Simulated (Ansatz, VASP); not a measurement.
## Two plane-wave programs on Co

INCAR

```
ALGO = Normal
EDIFF = 1E-6
ENCUT = 520
GGA = PS
ISIF = 2
ISMEAR = -1
ISPIN = 2
LASPH = T
LCHARG = F
LMAXMIX = 4
LORBIT = 11
LREAL = F
LWAVE = F
MAGMOM = 1.601 1.601
NBANDS = 20
NELM = 150
PREC = Accurate
SIGMA = 0.05
```

Contents of KPOINTS:

```
k-points
0
Gamma
  24 24 13
```

POSCAR

```
Co
1.0
    2.4538478462      0.0000000000      0.0000000000
   -1.2269239231      2.1250945719      0.0000000000
    0.0000000000      0.0000000000      3.9676416163
Co
2
Direct
    0.3333333333      0.6666666667      0.2500000000
    0.6666666667      0.3333333333      0.7500000000
```

Input for Ansatz:

```yaml
crystal:
  lattice:
    - [2.4538478462, 0.0, 0.0]
    - [-1.2269239231, 2.1250945719, 0.0]
    - [0.0, 0.0, 3.9676416163]
  atoms:
    - { symbol: Co, position: [0.3333333333, 0.6666666667, 0.25], spin: 1.601 }
    - { symbol: Co, position: [0.6666666667, 0.3333333333, 0.75], spin: 1.601 }
hamiltonian:
  xc: pbesol
  pseudopotentials:
    kind: paw
    azcp:
      Co: "pseudopotentials/Co.paw.azcp"
basis:
  ecutwfc: 420
  fft_grid_basis: typed
kpoints:
  mp_grid: { grid: [24, 24, 13], shift: [0, 0, 0] }
magnetization:
  spin_polarized: true
scf:
  occupations: { method: fermi_dirac, width: 0.05 }
```

Alike in both runs: task single point; functional PBEsol; k mesh 24 × 24 × 13; occupations fermi-dirac, width 0.05 eV; collinear spin.

|  | VASP | Ansatz |
| --- | --- | --- |
| version | VASP 6.6.1 | Ansatz 0.2.0 |
| potentials or method | VASP PAW PBE potentials, release 64 (Co) | plane waves (420 eV) with PAW, scalar-relativistic |
| plane-wave cutoff (eV) | 520 | 420 |
| valence electrons in the cell | 18 | 34 |

|  | VASP | Ansatz | Ansatz less VASP |
| --- | --- | --- | --- |
| net moment per atom (μB) | 1.56 | 1.57 | +0.006 |
| size of the moment on the site where the two differ most (μB) | 1.57 | 1.63 | +0.064 |

Site moments also hang on the region over which each program counts them. The two sets of potentials don't hold the same shells in valence. Ansatz warned: «pseudo_functional_mismatch».
